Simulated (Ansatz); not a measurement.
Wires are cut from relaxed bulk SiC (P6_3mc, 10.50 Å³/atom, gap on the mesh 2.31 eV); atoms and period are relaxed, and energies count from that bulk.

Computed with DFT PBE, scalar-relativistic, plane waves, PAW in Ansatz 0.2.0.

Cutoff 420 eV, Gaussian smearing of 0.05 eV, energies at zero smearing, symmetry of each start kept, collinear spin where a moment is listed.

| start | atoms | k mesh | excess energy (eV per host atom) | line energy (eV/Å) | period (Å) | gap on the mesh (eV) | highest filled level or Fermi level under vacuum (eV) | size of the moment (μB per cell) |
| --- | --- | --- | --- | --- | --- | --- | --- | --- |
| [001] wire, 12 host atoms a period | 12 | 1×1×7 | 1.513 | 3.396 | 5.344 | 0 | 5.50 | 1.43 |
| [001] wire, 20 host atoms a period | 20 | 1×1×7 | 1.111 | 4.409 | 5.040 | 0.10 | - | 0.00 |

A dash: not computed, or not clear enough to read.

The gap is read on a mesh, which can miss the band edges, so it can be too wide.

Gaps under about 0.2 eV rest on few k points and may close between them. Each run keeps its start's symmetry and one magnetic start, so lower states can exist.

Cost: 2 runs of about 47 core-minutes in all, on Intel Xeon 6975P-C (Granite Rapids) (shared hosts).